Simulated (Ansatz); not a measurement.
The elements of this relaxed trial crystal are hidden behind letters.

```
lattice vectors (Å)
   2.6336    0.0000    0.0000
   0.0000    2.6336    0.0000
   0.0000    0.0000    5.0406
fractional positions
X 0.0000 0.0000 0.7764
X 0.0000 0.0000 0.2236
Z 0.5000 0.5000 0.5000
```

These are results of DFT PBE, scalar-relativistic, plane waves, PAW in Ansatz 0.2.0, not measurements. Plane waves to 420 eV, an 18×18×10 mesh through Γ for the 3-atom cell and 0.10 eV Gaussian smearing; collinear spin.

- Space group: P4/mmm (No. 123)
- Conventional cell: a = 2.634 Å, c = 5.041 Å
- Volume per atom: 11.65 Å³
- Density: 6.93 g/cm³
- Formation energy: −0.04 eV/atom
- Gap on the 18×18×10 mesh of the 3-atom cell: 0 eV (a metal)
- Net moment per atom: 0.00 μB

Energies are uncorrected and count from the elements' standard states at the same level.

Q: X is a d-block element of period 4 and Z is a p-block element of period 3. Which elements are they?

A: X = Co, Z = Si, so the formula is Co2Si. Density times volume gives a mean mass of 6.93 × 11.65/1.6605 = 48.6 u per atom, and this set has 48.7 u. Around Co lie 1 Co at 2.25 Å, 4 Si at 2.33 Å, 4 Co at 2.63 Å and 1 Co at 2.79 Å; Si is surrounded by 8 Co at 2.33 Å and 4 Si at 2.63 Å. Other sets within the hints have nearly the same mass, so mass alone doesn't settle it; this one was computed.

Symmetry constrained the relaxation, so the result can be a saddle point.
